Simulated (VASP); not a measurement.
Here is a VASP 6.6.1 calculation.

File POSCAR:

```
PbSe
1.0
    0.0000000000      3.0606500000      3.0606500000
    3.0606500000      0.0000000000      3.0606500000
    3.0606500000      3.0606500000      0.0000000000
Pb Se
1 1
Direct
    0.0000000000      0.0000000000      0.0000000000
    0.5000000000      0.5000000000      0.5000000000
```

File INCAR.step1:

```
PREC = Accurate
ENCUT = 520
EDIFF = 1E-5
ISMEAR = 0
SIGMA = 0.02
LREAL = False
LASPH = True
NELM = 80
ALGO = Normal
ISIF = 2
LWAVE = True
LNONCOLLINEAR = True
MAGMOM = 0 0 0 0 0 0
LORBIT = 11
LSORBIT = True
GGA_COMPAT = False
NBANDS = 32
GGA = PE
KPAR = 4
```

File INCAR.step2:

```
PREC = Accurate
ENCUT = 520
EDIFF = 1E-6
ISMEAR = 0
SIGMA = 0.02
LREAL = False
LASPH = True
NELM = 80
ALGO = Normal
ISIF = 2
LWAVE = False
LCHARG = True
LNONCOLLINEAR = True
MAGMOM = 0 0 0 0 0 0
LORBIT = 11
LSORBIT = True
GGA_COMPAT = False
GGA = PE
LHFCALC = True
HFSCREEN = 0.2
PRECFOCK = Fast
LVHAR = True
NBANDS = 32
ISTART = 1
KPAR = 4
```

The input KPOINTS:

```
Automatic mesh
0
Gamma
  6 6 6
```

Potentials or basis: VASP PAW PBE potentials, release 64 (Pb_d, Se).

Run with:

```sh
$ cat potpaw_PBE.64/Pb_d/POTCAR potpaw_PBE.64/Se/POTCAR > POTCAR
$ cp INCAR.step1 INCAR
$ mpirun -np 4 vasp_ncl > vasp.out
$ cp INCAR.step2 INCAR
$ mpirun -np 4 vasp_ncl > vasp.out
```

Task: Estimate the pressure.

Result: 1.0 GPa.

Caveat: the PAW data sets were made with another functional, which shifts forces and pressure a little.
